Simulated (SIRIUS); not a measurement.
# SiC (Moissanite 6H) (P6_3mc) in SIRIUS: reference runs

Reference runs on SiC (Moissanite 6H): the cell as given.

All numbers are computed with SIRIUS 7.10.0; they aren't measurements. Logs are shortened: lines on timing, memory, paths and dates and some standing lists are left out, and cuts for length are marked. The log counts tension as positive stress, the text compression.

**1. The crystal as given**

The structure is hexagonal, space group P6_3mc (No. 186). Conventional cell: a = 3.095 Å, b = 3.095 Å, c = 15.170 Å, α = 90.00°, β = 90.00°, γ = 120.00°. Si (site symmetry 3m) has 4 C at 1.90 Å as nearest neighbours. Around Si (site symmetry 3m) lie 4 C at 1.90 Å. Around Si (site symmetry 3m) lie 4 C at 1.90 Å. C (site symmetry 3m) has 4 Si at 1.90 Å as nearest neighbours. C (site symmetry 3m) is surrounded by 4 Si at 1.90 Å. C (site symmetry 3m) is surrounded by 4 Si at 1.90 Å.

**2. Single point, PBE**

sirius.json

```json
{
  "control": {
    "processing_unit": "cpu",
    "verbosity": 2,
    "num_bands_to_print": 34,
    "print_forces": true,
    "print_stress": true
  },
  "parameters": {
    "electronic_structure_method": "pseudopotential",
    "xc_functionals": ["XC_GGA_X_PBE", "XC_GGA_C_PBE"],
    "gk_cutoff": 9.1,
    "pw_cutoff": 18.2,
    "ngridk": [10, 10, 2],
    "shiftk": [0, 0, 0],
    "smearing": "fermi_dirac",
    "smearing_width": 0.0018374661,
    "num_bands": 34,
    "num_mag_dims": 0,
    "num_dft_iter": 100,
    "energy_tol": 1e-08,
    "density_tol": 1e-06
  },
  "iterative_solver": {
    "type": "davidson",
    "min_tolerance": 1e-09,
    "tolerance_scale": [0.1, 0.25]
  },
  "mixer": {
    "type": "anderson",
    "beta": 0.7,
    "max_history": 8
  },
  "settings": {
    "tol_ne": 1e-10,
    "pseudo_grid_cutoff": 6.5
  },
  "unit_cell": {
    "lattice_vectors": [
      [5.848702355717, 0.0, 0.0],
      [-2.924351177858, 5.0651248192, 0.0],
      [0.0, 0.0, 28.667145310573]
    ],
    "atom_coordinate_units": "lattice",
    "atom_types": ["Si", "C"],
    "atom_files": {
      "C": "C.json",
      "Si": "Si.json"
    },
    "atoms": {
      "Si": [
        [0.6666666667, 0.3333333333, 0.4583],
        [0.3333333333, 0.6666666667, 0.9583],
        [0.6666666667, 0.3333333333, 0.7917],
        [0.3333333333, 0.6666666667, 0.2917],
        [0.0, 0.0, 0.625],
        [0.0, 0.0, 0.125]
      ],
      "C": [
        [0.6666666667, 0.3333333333, 0.3333],
        [0.3333333333, 0.6666666667, 0.8333],
        [0.6666666667, 0.3333333333, 0.6667],
        [0.3333333333, 0.6666666667, 0.1667],
        [0.0, 0.0, 0.5],
        [0.0, 0.0, 0.0]
      ]
    }
  }
}
```

Potentials or basis: PseudoDojo 0.4.1 PBE standard (scalar relativistic).

Launch:

```sh
$ upf_to_json C.upf
$ upf_to_json Si.upf
$ OMP_NUM_THREADS=1 sirius.scf --input=sirius.json --output=out.json --task=0
```

Log:

```text
[info] SIRIUS version : 7.10.0
[info] number of MPI ranks           : 1
[info] MPI grid                      : 1 1
[info] maximum number of OMP threads : 1
[fft] FFT context for density and potential
[fft] =====================================
[fft]   comm size                             : 1
[fft]   plane wave cutoff                     : 18.2
[fft]   grid size                             : 36 36 180   total : 233280
[fft]   grid limits                           : -17 18   -17 18   -89 90
[fft]   number of G-vectors within the cutoff : 43152
[fft]   local number of G-vectors             : 43152
[fft]   number of G-shells                    : 4424
[fft] FFT context for coarse grid
[fft] =====================================
[fft]   comm size                             : 1
[fft]   plane wave cutoff                     : 18.2
[fft]   grid size                             : 36 36 180   total : 233280
[fft]   grid limits                           : -17 18   -17 18   -89 90
[fft]   number of G-vectors within the cutoff : 43152
[fft]   local number of G-vectors             : 43152
[fft]   number of G-shells                    : 4424
[unit cell] lattice vectors
[unit cell]   a1 :       5.8487023557      0.0000000000      0.0000000000
[unit cell]   a2 :      -2.9243511779      5.0651248192      0.0000000000
[unit cell]   a3 :       0.0000000000      0.0000000000     28.6671453106
[unit cell] reciprocal lattice vectors
[unit cell]   b1 :       1.0742870683      0.6202399281     -0.0000000000
[unit cell]   b2 :       0.0000000000      1.2404798562      0.0000000000
[unit cell]   b3 :       0.0000000000     -0.0000000000      0.2191772232
[unit cell] unit cell volume :       849.24719345 [a.u.^3]
[unit cell] 1/sqrt(omega)    :         0.03431492
[unit cell] MT volume        :         0.00000000 ( 0.00%)
[unit cell] IT volume        :       849.24719345 (100.00%)
[unit cell] number of atom types : 2
[unit cell] type id : 0 symbol : Si mt_radius :  15.090000 num_atoms : 6
[unit cell] type id : 1 symbol :  C mt_radius :  12.470000 num_atoms : 6
[unit cell] total number of atoms : 12
[unit cell] number of symmetry classes : 6
[unit cell] number of PAW atoms : 0
[unit cell] atom id  type id  class id             position                      vector_field
[unit cell] ------------------------------------------------------------------------------------------
[unit cell]      0        0        0      0.66667   0.33333   0.45830      0.00000   0.00000   0.00000
[unit cell]      1        0        0      0.33333   0.66667   0.95830      0.00000   0.00000   0.00000
[unit cell]      2        0        1      0.66667   0.33333   0.79170      0.00000   0.00000   0.00000
[unit cell]      3        0        1      0.33333   0.66667   0.29170      0.00000   0.00000   0.00000
[unit cell]      4        0        2      0.00000   0.00000   0.62500      0.00000   0.00000   0.00000
[unit cell]      5        0        2      0.00000   0.00000   0.12500      0.00000   0.00000   0.00000
[unit cell]      6        1        3      0.66667   0.33333   0.33330      0.00000   0.00000   0.00000
[unit cell]      7        1        3      0.33333   0.66667   0.83330      0.00000   0.00000   0.00000
[unit cell]      8        1        4      0.66667   0.33333   0.66670      0.00000   0.00000   0.00000
[unit cell]      9        1        4      0.33333   0.66667   0.16670      0.00000   0.00000   0.00000
[unit cell]     10        1        5      0.00000   0.00000   0.50000      0.00000   0.00000   0.00000
[unit cell]     11        1        5      0.00000   0.00000   0.00000      0.00000   0.00000   0.00000
[unit cell] atom id         position (Cartesian, a.u.)
[unit cell] ---------------------------------------------
[unit cell]      0       2.924351    1.688375   13.138153
[unit cell]      1      -0.000000    3.376750   27.471725
[unit cell]      2       2.924351    1.688375   22.695779
[unit cell]      3      -0.000000    3.376750    8.362206
[unit cell]      4       0.000000    0.000000   17.916966
[unit cell]      5       0.000000    0.000000    3.583393
[unit cell]      6       2.924351    1.688375    9.554760
[unit cell]      7      -0.000000    3.376750   23.888332
[unit cell]      8       2.924351    1.688375   19.112386
[unit cell]      9      -0.000000    3.376750    4.778813
[unit cell]     10       0.000000    0.000000   14.333573
[unit cell]     11       0.000000    0.000000    0.000000
[unit cell] class id : 0 atom id : 0 1
[unit cell] class id : 1 atom id : 2 3
[unit cell] class id : 2 atom id : 4 5
[unit cell] class id : 3 atom id : 6 7
[unit cell] class id : 4 atom id : 8 9
[unit cell] class id : 5 atom id : 10 11
[unit cell] minimum bond length:     3.581148
[... 353 lines left out ...]
[find] bands are converged : false
[find] iterative solver converged : true
[find] converged after 14 SCF iterations!
[find] Charges and magnetic moments
[find] --------------------------------------------------------------------------------
[find] total charge          : 48.000000
[find] Energy
[find] --------------------------------------------------------------------------------
[find] valence_eval_sum               :       6.10842860
[find] <rho|V^{XC}>                   :     -24.42657568
[find] <rho|E^{XC}>                   :     -22.61431036
[find] <mag|B^{XC}>                   :       0.00000000
[find] <rho|V^{H}>                    :      14.12239325
[find] one-electron contribution      :      16.41261103 (Ha),      32.82522206 (Ry)
[find] hartree contribution           :       7.06119663
[find] xc contribution                :     -22.61431036
[find] ewald contribution             :     -62.48036329
[find] PAW contribution               :       0.00000000
[find] smearing (-TS)                 :      -0.00000000
[find] SCF correction                 :       0.00006364
[find] Total energy                   :     -61.62080235 (Ha),    -123.24160470 (Ry)
[find] Free energy (E-TS)             :     -61.62080235 (Ha),    -123.24160471 (Ry)
[find] band gap (eV)                  :       2.02846178
[find] Efermi                         :       0.38160131
[ground_state] === stress tensor components [kbar] ===
[ground_state] === stress_kin ===
[ground_state] -8119.387219    0.000000    0.000000
[ground_state]     0.000000-8119.387219   -0.000000
[ground_state]     0.000000   -0.000000-8117.873140
[ground_state] === stress_har ===
[ground_state]  -801.408226    0.000000    0.000000
[ground_state]     0.000000 -801.408226    0.000000
[ground_state]     0.000000    0.000000 -843.438908
[ground_state] === stress_ewald ===
[ground_state]  7249.981201   -0.000000   -0.000000
[ground_state]    -0.000000 7249.981201   -0.000000
[ground_state]    -0.000000   -0.000000 7145.508151
[ground_state] === stress_vloc ===
[ground_state]   425.625742   -0.000000    0.000000
[ground_state]    -0.000000  425.625742    0.000000
[ground_state]     0.000000    0.000000  563.731187
[ground_state] === stress_xc ===
[ground_state]   672.663931   -0.000000   -0.000000
[ground_state]    -0.000000  672.663931    0.000000
[ground_state]    -0.000000    0.000000  672.153782
[ground_state] === stress_core ===
[ground_state]  1590.704811   -0.000000    0.000000
[ground_state]    -0.000000 1590.704811    0.000000
[ground_state]     0.000000    0.000000 1590.093928
[ground_state] === stress_nonloc ===
[ground_state] -1017.843610    0.000000    0.000000
[ground_state]     0.000000-1017.843610    0.000000
[ground_state]     0.000000    0.000000-1017.566003
[ground_state] === stress_us_nl ===
[ground_state] -1017.843610    0.000000    0.000000
[ground_state]     0.000000-1017.843610    0.000000
[ground_state]     0.000000    0.000000-1017.566003
[ground_state] === stress_total ===
[ground_state]     0.336629    0.000000    0.000000
[ground_state]     0.000000    0.336629   -0.000000
[ground_state]     0.000000   -0.000000   -7.391002
[ground_state] ==== total Forces in Ha/bohr =====
[ground_state] atom:    0, force:       0.0000000     -0.0000000      0.0010354
[ground_state] atom:    1, force:      -0.0000000      0.0000000      0.0010354
[ground_state] atom:    2, force:       0.0000000      0.0000000      0.0004860
[ground_state] atom:    3, force:      -0.0000000     -0.0000000      0.0004860
[ground_state] atom:    4, force:      -0.0000000      0.0000000      0.0008323
[ground_state] atom:    5, force:       0.0000000     -0.0000000      0.0008323
[ground_state] atom:    6, force:      -0.0000000      0.0000000     -0.0002790
[ground_state] atom:    7, force:      -0.0000000     -0.0000000     -0.0002790
[ground_state] atom:    8, force:       0.0000000     -0.0000000      0.0006569
[ground_state] atom:    9, force:      -0.0000000      0.0000000      0.0006569
[ground_state] atom:   10, force:       0.0000000     -0.0000000     -0.0027315
[ground_state] atom:   11, force:      -0.0000000     -0.0000000     -0.0027315
[ground_state] ==== ultrasoft contribution from Qij =====
[ground_state] atom:    0, force:       0.0000000      0.0000000      0.0000000
[ground_state] atom:    1, force:       0.0000000      0.0000000      0.0000000
[ground_state] atom:    2, force:       0.0000000      0.0000000      0.0000000
[ground_state] atom:    3, force:       0.0000000      0.0000000      0.0000000
[ground_state] atom:    4, force:       0.0000000      0.0000000      0.0000000
[ground_state] atom:    5, force:       0.0000000      0.0000000      0.0000000
[ground_state] atom:    6, force:       0.0000000      0.0000000      0.0000000
[ground_state] atom:    7, force:       0.0000000      0.0000000      0.0000000
[ground_state] atom:    8, force:       0.0000000      0.0000000      0.0000000
[ground_state] atom:    9, force:       0.0000000      0.0000000      0.0000000
[ground_state] atom:   10, force:       0.0000000      0.0000000      0.0000000
[ground_state] atom:   11, force:       0.0000000      0.0000000      0.0000000
[ground_state] ==== non-local contribution from Beta-projector =====
[ground_state] atom:    0, force:       0.0000000      0.0000000      0.0032724
[ground_state] atom:    1, force:       0.0000000      0.0000000      0.0032724
[ground_state] atom:    2, force:       0.0000000      0.0000000     -0.0015589
[ground_state] atom:    3, force:       0.0000000      0.0000000     -0.0015589
[ground_state] atom:    4, force:      -0.0000000      0.0000000      0.0008040
[ground_state] atom:    5, force:       0.0000000     -0.0000000      0.0008040
[ground_state] atom:    6, force:       0.0000000      0.0000000     -0.0009203
[ground_state] atom:    7, force:       0.0000000     -0.0000000     -0.0009203
[ground_state] atom:    8, force:       0.0000000     -0.0000000     -0.0052851
[ground_state] atom:    9, force:      -0.0000000      0.0000000     -0.0052851
[ground_state] atom:   10, force:       0.0000000      0.0000000     -0.0008145
[ground_state] atom:   11, force:      -0.0000000      0.0000000     -0.0008145
[ground_state] ==== contribution from local potential =====
[ground_state] atom:    0, force:       0.0000000     -0.0000000      0.0166007
[ground_state] atom:    1, force:      -0.0000000     -0.0000000      0.0166007
[ground_state] atom:    2, force:      -0.0000000      0.0000000      0.0032495
[ground_state] atom:    3, force:       0.0000000     -0.0000000      0.0032495
[ground_state] atom:    4, force:       0.0000000      0.0000000      0.0026398
[ground_state] atom:    5, force:      -0.0000000      0.0000000      0.0026398
[ground_state] atom:    6, force:      -0.0000000     -0.0000000     -0.0006703
[ground_state] atom:    7, force:      -0.0000000     -0.0000000     -0.0006703
[ground_state] atom:    8, force:      -0.0000000     -0.0000000     -0.0128393
[ground_state] atom:    9, force:      -0.0000000      0.0000000     -0.0128393
[ground_state] atom:   10, force:       0.0000000     -0.0000000     -0.0045114
[ground_state] atom:   11, force:       0.0000000     -0.0000000     -0.0045114
[ground_state] ==== contribution from core density =====
[ground_state] atom:    0, force:      -0.0000000      0.0000000     -0.0002212
[ground_state] atom:    1, force:       0.0000000     -0.0000000     -0.0002212
[ground_state] atom:    2, force:      -0.0000000      0.0000000      0.0000953
[ground_state] atom:    3, force:      -0.0000000     -0.0000000      0.0000953
[ground_state] atom:    4, force:       0.0000000     -0.0000000     -0.0000407
[ground_state] atom:    5, force:       0.0000000      0.0000000     -0.0000407
[ground_state] atom:    6, force:      -0.0000000     -0.0000000      0.0000132
[ground_state] atom:    7, force:       0.0000000     -0.0000000      0.0000132
[ground_state] atom:    8, force:       0.0000000      0.0000000      0.0001649
[ground_state] atom:    9, force:      -0.0000000     -0.0000000      0.0001649
[ground_state] atom:   10, force:       0.0000000     -0.0000000      0.0000222
[ground_state] atom:   11, force:       0.0000000     -0.0000000      0.0000222
[ground_state] ==== Ewald forces from ions =====
[ground_state] atom:    0, force:       0.0000000     -0.0000000     -0.0186168
[ground_state] atom:    1, force:       0.0000000      0.0000000     -0.0186168
[ground_state] atom:    2, force:       0.0000000     -0.0000000     -0.0012991
[ground_state] atom:    3, force:      -0.0000000      0.0000000     -0.0012991
[ground_state] atom:    4, force:      -0.0000000      0.0000000     -0.0025712
[ground_state] atom:    5, force:       0.0000000      0.0000000     -0.0025712
[ground_state] atom:    6, force:       0.0000000     -0.0000000      0.0012991
[ground_state] atom:    7, force:      -0.0000000      0.0000000      0.0012991
[ground_state] atom:    8, force:       0.0000000      0.0000000      0.0186168
[ground_state] atom:    9, force:      -0.0000000      0.0000000      0.0186168
[ground_state] atom:   10, force:      -0.0000000      0.0000000      0.0025712
[ground_state] atom:   11, force:       0.0000000     -0.0000000      0.0025712
[~DFT_ground_state] local op. applied: 38224
[~DFT_ground_state] evp. work count: 4845.02
[~DFT_ground_state] number of iterative solver steps: 2407
```

Wall time 8.8 min (1 thread of Arm Neoverse V1, shared host); peak memory 1.4 GiB.

What came out:

```
Free energy            : -1676.7875 eV
Pressure               : 0.2 GPa
Largest force          : 0.140 eV/Å
Band gap on the k mesh : 2.03 eV
```

Forces on the atoms (eV/Å):
```
Si   0.000  0.000  0.053
Si   0.000  0.000  0.053
Si   0.000  0.000  0.025
Si   0.000  0.000  0.025
Si   0.000  0.000  0.043
Si   0.000  0.000  0.043
C    0.000  0.000 -0.014
C    0.000  0.000 -0.014
C    0.000  0.000  0.034
C    0.000  0.000  0.034
C    0.000  0.000 -0.140
C    0.000  0.000 -0.140
```

Stress tensor (GPa, compression positive):
```
-0.03  0.00  0.00
 0.00 -0.03  0.00
 0.00  0.00  0.74
```
